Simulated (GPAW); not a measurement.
Runs of GPAW 26.7.0 on ZrS2. Symmetry: P-3m1, No. 164, trigonal system. Conventional cell: a = 3.691 Å, b = 3.691 Å, c = 6.041 Å, α = 90.00°, β = 90.00°, γ = 120.00°. Zr (site symmetry -3m) is surrounded by 6 S at 2.57 Å. S (site symmetry 3m) has 3 Zr at 2.57 Å as nearest neighbours. The cell is a database's computed one.

| task | level | potentials or basis | cell | k mesh | cutoff (eV) | maxiter | optimizer | fmax | max steps | target pressure | mesh quality | gap on the mesh (eV) | pressure (GPa) | relaxed volume (Å³/atom) |
| --- | --- | --- | --- | --- | --- | --- | --- | --- | --- | --- | --- | --- | --- | --- |
| relaxation of cell and atoms | PBEsol | PAW data sets generated in the run's folder for this functional, pw | relaxed | 6 × 6 × 3 | 600 | 150 | FIRE | 0.02 eV/Å | 60 | - | not flagged | 0.89 | 0.0 | 22.41 |
| single point | B3LYP | GPAW PAW data sets (gpaw-data 1.2.1), pw | as given | 3 × 3 × 2 | 450 | 60 | - | - | - | - | coarse | 2.50 | - | - |
| relaxation of cell and atoms | PBEsol+D4 | PAW data sets generated in the run's folder for this functional, pw | relaxed to 10 GPa | 8 × 8 × 5 | 600 | 150 | LBFGS | 0.01 eV/Å | 100 | 10 GPa | not flagged | none | 10.0 | - |
| band structure | BLYP | PAW data sets generated in the run's folder for this functional, pw | as given | 8 × 8 × 5 | 600 | 150 | - | - | - | - | not flagged | (c) | (b) | - |
| relaxation of cell and atoms | PBEsol+D3(BJ) | PAW data sets generated in the run's folder for this functional, pw | relaxed | 8 × 8 × 5 | 600 | 150 | BFGS | 0.02 eV/Å | 60 | - | not flagged | (a) | 0.0 | 20.41 |

Alike in all rows: no spin polarisation; smearing fermi-dirac 0.05 eV.

Fill in the values left out.

(a) 0.34; (b) 3.7; (c) 1.10.

Caveats: some runs use coarse meshes; later steps reuse the first step's grids (some runs); an odd mesh through Γ misses points on the zone boundary, where band edges often lie (some runs); this functional lacks dispersion, which binds the layers, so the pressure and a relaxed spacing across them are unreliable (some runs); exact exchange converges slowly with the k mesh, and this mesh is small (some runs); the PAW data sets were made with another functional, which shifts forces and pressure a little (some runs); the volume moved by over 15 % at a fixed basis, so the end points are rough (some runs).

A k mesh can miss the band edges, and the runs leave out spin-orbit coupling on Zr.

A gap of «none» marks a metal or a gap under the smearing width.

Runs at the PBE level aren't shown here.
